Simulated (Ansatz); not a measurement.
## Equation of state of indium, fcc

Level of theory: DFT, PBEsol, plane waves (420 eV) with PAW, scalar-relativistic in Ansatz 0.2.0. The PAW files were generated under PBE, with cores re-solved for the functional.

The cell is scaled uniformly from the relaxed one, with fractional coordinates and shape fixed. Energies are extrapolated to zero smearing, pressures are those at the given smearing. Magnetic state: spin not included.

```csv
V (Å³/atom),E − E₀ (meV/atom),P (GPa)
22.471,69.4,8.14
23.492,28.5,4.79
24.514,6.7,2.16
25.535,0.0,0.10
26.556,5.0,-1.51
27.578,19.2,-2.76
28.599,40.6,-3.74
```

(1) Fit a third-order Birch-Murnaghan equation.

Answers

(1) V₀ = 25.57 Å³/atom, B₀ = 46 GPa, B₀′ = 5.1.
